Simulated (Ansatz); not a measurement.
**Si: one atom moved over a plane**

Theory: DFT PBE, scalar-relativistic, plane waves, PAW in Ansatz 0.2.0. The runs took a 420 eV cutoff, a Γ-centred 12×12×6 mesh and Gaussian smearing (0.05 eV). No spin polarisation. Energies are free energies at this smearing, counted from the undisturbed cell; pressure is positive in compression.

Zero of the scan (relaxed at this level; this form isn't the usual structure):

```yaml
crystal:
  lattice:
    - [3.85128, 0.00000, 0.00000]
    - [-1.92564, 3.33531, 0.00000]
    - [0.00000, 0.00000, 6.36502]
  atoms:
    - { symbol: Si, position: [0.33333, 0.66667, 0.06293] }
    - { symbol: Si, position: [0.66667, 0.33333, 0.56293] }
    - { symbol: Si, position: [0.33333, 0.66667, 0.43707] }
    - { symbol: Si, position: [0.66667, 0.33333, 0.93707] }
```

Atom 1 (Si) is moved by p along (1.000, 0.000, 0.000) and q along (0.000, 0.000, 1.000) (Å), all else fixed. Points are written (p, q).

Energy above the undisturbed cell in eV/cell (a dash: not computed):

| p \ q | -0.300 | -0.150 | 0.000 | 0.150 | 0.300 |
| --- | --- | --- | --- | --- | --- |
| -0.300 | 1.28 | 0.84 | 0.57 | 0.60 | 1.06 |
| -0.150 | 0.67 | ? | 0.14 | 0.29 | 0.88 |
| 0.000 | 0.48 | ? | 0.00 | ? | 0.82 |
| 0.150 | 0.67 | ? | 0.14 | 0.29 | 0.88 |
| 0.300 | 1.28 | 0.84 | 0.57 | 0.60 | 1.06 |

Task: Fill in the withheld energies.

Result: (-0.150, -0.150): 0.31; (0.000, -0.150): 0.14; (0.000, 0.150): 0.18; (0.150, -0.150): 0.31.

Cost: 15 runs of about 8.1 core-minutes in all, on Intel Xeon Processor @ 2.70GHz (shared hosts).